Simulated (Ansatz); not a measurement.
# Rb: the cost of one run

Method: DFT PBE, scalar-relativistic, plane waves, PAW, in Ansatz 0.2.0.

## 1. The structure to begin with

It takes space group I4_1/amd (No. 141, tetragonal). The conventional cell has a = 4.758 Å, b = 4.758 Å, c = 16.977 Å, α = 90.00°, β = 90.00°, γ = 90.00°.

Coordinates:

```
Rb
1.0
    -2.37899    2.37899    8.48867
     2.37899   -2.37899    8.48867
     2.37899    2.37899   -8.48867
Rb
2
Direct
  0.25000 0.75000 0.50000
  0.50000 0.50000 0.00000
```

The structure comes from the Materials Project (structure only).

## 2. A distortion that keeps the symmetry

Against the listed cell: strain xx, yy, zz, yz, xz, xy = -0.5, -0.5, +2.5, +0.0, +0.0, +0.0 %.

Input file input.yaml:

```yaml
crystal:
  lattice:
    - [-2.3680684451, 2.3680684451, 8.7043660793]
    - [2.3680684451, -2.3680684451, 8.7043660793]
    - [2.3680684451, 2.3680684451, -8.7043660793]
  atoms:
    - { symbol: Rb, position: [0.25, 0.75, 0.5] }
    - { symbol: Rb, position: [0.5, 0.5, 0.0] }
basis:
  ecutwfc: 420
kpoints:
  mp_grid: { grid: [12, 12, 12] }
hamiltonian:
  xc: pbe
scf:
  occupations: { method: gaussian, width: 0.1 }
output:
  forces: true
  stress: true
  eigenvalues: true
```

Run with:

```sh
ansatz run input.yaml --threads 1 --pin off --max-ram 1331MiB --backend cpu --events-out ev --progress --plain --runs-dir out
```

**Question.** How long does this run take on 1 thread of an x86-64 CPU, shared host, and how much memory does it need?

About 13 s, with a peak of 0.68 GiB.
